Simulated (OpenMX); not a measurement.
The system is Sc.

```
CELL_PARAMETERS angstrom
-1.91721 1.91721 1.71760
1.91721 -1.91721 1.71760
1.91721 1.91721 -1.71760
ATOMIC_POSITIONS crystal
Sc 0.00000 0.00000 0.00000
```

This isn't the form of Sc at room conditions, which is hcp.

* Program: OpenMX 3.8.5
* Task: single point
* Functional: PBE
* Potentials or basis: OpenMX 2013 PBE set, Sc7.0-s3p2d1, grid cutoff 350 Ry
* k mesh: 11 × 11 × 11
* Occupations: fermi-dirac, width 0.05 eV
* Spin: no spin polarisation

On this cell: pressure -0.3 GPa; band gap on the k mesh none (metal or under the smearing width).

The same run follows on a disturbed copy (cell strained at random at fixed volume):

```xyz
1
Lattice="-2.0017 1.9652 1.8153 1.9171 -1.8943 1.6417 1.9375 1.8301 -1.7361" Properties=species:S:1:pos:R:3 pbc="T T T"
Sc   -0.0071   -0.0146    0.0243
```

**Question.** What changes?

**Answer.** The energy (extrapolated to zero smearing) moves by +11.1 meV/atom; pressure -0.4 GPa; band gap on the k mesh none (metal or under the smearing width).

Caveats: the transition metal has a single d function, too few for pressures, volumes and moments; the basis of atomic orbitals isn't converged, which shifts pressures, moduli and gaps.
